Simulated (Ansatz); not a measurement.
## Trial structures of BN: starts and ends

The calculation used DFT PBE, scalar-relativistic, plane waves, PAW (Ansatz). Settings: cutoff 420 eV, Γ-centred meshes spaced at most about 0.3 Å⁻¹, and about 0.25 Å⁻¹ or finer for metals (2π included), Gaussian smearing. No spin polarisation in the final relaxations.

Each guess was relaxed in cell and atoms at zero pressure, within the symmetry of its start. These are static total energies at zero pressure. Coordination counts N atoms around B (those within 1.25 times the shortest such distance or 1.15 times the sum of covalent radii; a slash parts the counts of unlike sites).

| guess | made from | start group | V start (Å³/atom) | end group | V end (Å³/atom) | coordination at the end | gap on mesh (eV) | E over the lowest end (meV/atom) |
| --- | --- | --- | --- | --- | --- | --- | --- | --- |
| 1 | 4-connected net, two elements alternating | P2_1/m | 6.6 | P2_1/m | 7.6 | B 3/4 | 3.70 | 0 |
| 2 | 3-, 4-connected net, elements by coordination | P4/mmm | 7.0 | ? | ? | ? | ? | ? |
| 3 | 3-connected net, two elements alternating | I4_1md | 6.5 | I4_1md | 7.4 | B 3 | 0 | 278 |
| 4 | 4-connected net, two elements alternating | Fddd | 6.6 | Fddd | 7.6 | B 4 | 5.14 | 228 |
| 5 | 3-connected net, two elements alternating | P-6m2 | 10.1 | P-6m2 | 11.1 | B 3 | 0 | 186 |

Guess 2 as it starts:

```cif
data_structure
_symmetry_space_group_name_H-M 'P4/mmm'
_symmetry_Int_Tables_number 123
_cell_length_a 4.1221
_cell_length_b 4.1221
_cell_length_c 3.3178
_cell_angle_alpha 90.000
_cell_angle_beta 90.000
_cell_angle_gamma 90.000
_cell_volume 56.37
loop_
_atom_site_label
_atom_site_type_symbol
_atom_site_symmetry_multiplicity
_atom_site_Wyckoff_symbol
_atom_site_fract_x
_atom_site_fract_y
_atom_site_fract_z
_atom_site_occupancy
B1 B 4 m 0.24225 0.00000 0.50000 1
N1 N 4 i 0.50000 0.00000 0.78742 1
```

Problem. Predict the end of this guess and its energy over the lowest end.

Solution. It ends in space group P4/mmm (No. 123), with a = 4.761 Å, c = 3.387 Å, 9.6 Å³/atom and no gap. It lies 1.07 eV/atom over the lowest end, above guess 3 and so the highest of the set. Counting N atoms around B, this end has B 2 and the lowest (guess 1) has B 3/4. This end holds B–B units of three or more atoms (shortest 1.81 Å) and N–N pairs (shortest 1.27 Å); in the lowest (guess 1) the shortest B–B distance is 2.17 Å, near bonding range too and the shortest N–N distance is 2.34 Å.

```yaml
crystal:
  lattice:
    - [4.76069, 0.00000, 0.00000]
    - [0.00000, 4.76069, 0.00000]
    - [0.00000, 0.00000, 3.38688]
  atoms:
    - { symbol: B, position: [0.26910, 0.00000, 0.50000] }
    - { symbol: B, position: [0.73090, 0.00000, 0.50000] }
    - { symbol: B, position: [0.00000, 0.26910, 0.50000] }
    - { symbol: B, position: [0.00000, 0.73090, 0.50000] }
    - { symbol: N, position: [0.50000, 0.00000, 0.81226] }
    - { symbol: N, position: [0.00000, 0.50000, 0.81226] }
    - { symbol: N, position: [0.50000, 0.00000, 0.18774] }
    - { symbol: N, position: [0.00000, 0.50000, 0.18774] }
```

Formation energies are uncorrected and refer to the elements' standard structures at the same level (N₂ as a molecule).

Problem. Is the lowest end bound against the elements?

Solution. Yes: its formation energy is −0.996 eV/atom. It lies below the elements, which doesn't yet make it stable against other compounds or structures.

Kohn–Sham gaps at this level usually fall short of measured ones. Cells relaxed within their symmetry can be saddle points. The part of the Crystallography Open Database at hand lists BN in space groups No. 164, 186, 187, 191, 194 and others; sharing a group (P-6m2) doesn't make a cell the listed structure. Some structure types and database cells were kept out of the candidates from the start, so a known form may be missing.
